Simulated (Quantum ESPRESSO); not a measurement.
# NbP under changes of volume

One of the cells (16.103 Å³/atom); the others are scaled copies at fixed shape and fractional positions:

```
Nb P
1.0
    -1.67492    1.67492    5.74011
     1.67492   -1.67492    5.74011
     1.67492    1.67492   -5.74011
Nb P
2 2
Cartesian
  1.6749 0.0000 2.8687
  0.0000 0.0000 5.7387
  0.0000 1.6749 3.8200
  0.0000 0.0000 0.9500
```

The cell is a database's computed one.

| Property | Result |
| --- | --- |
| Program | Quantum ESPRESSO 7.5 |
| Functional | PBEsol |
| Potentials or basis | GBRV 1.5 PBEsol |
| Cutoff | 612 eV |
| Density cutoff | 4898 eV |
| k mesh | 11 × 11 × 11 |
| Occupations | fermi-dirac, width 0.05 eV |
| Spin | no spin polarisation |

```csv
volume (Å³/atom),energy over the lowest point (meV/atom),pressure (GPa)
15.137,7.25,5.8
15.459,0.00,1.1
15.781,1.57,-3.0
16.103,11.07,-6.7
16.425,?,?
16.747,50.61,-13.0
17.069,79.26,-15.7
```

**Question.** What does the run at 16.425 Å³/atom give?

**Answer.** Energy over the lowest point 27.66 meV/atom; pressure -10.1 GPa.

Worked out: A Birch-Murnaghan fit of order 3 (a polynomial in V^(-2/3)) to the other rows has its minimum at 15.56 Å³/atom with B0 = V·E''(V) = 205 GPa and B' = 4.3 at fixed shape and positions, which overstates the stiffness. It gives 27.66 meV/atom at 16.425 Å³/atom, against the run's 27.66, and -dE/dV = -9.9 GPa, against -10.1.

Energies are extrapolated to zero smearing.
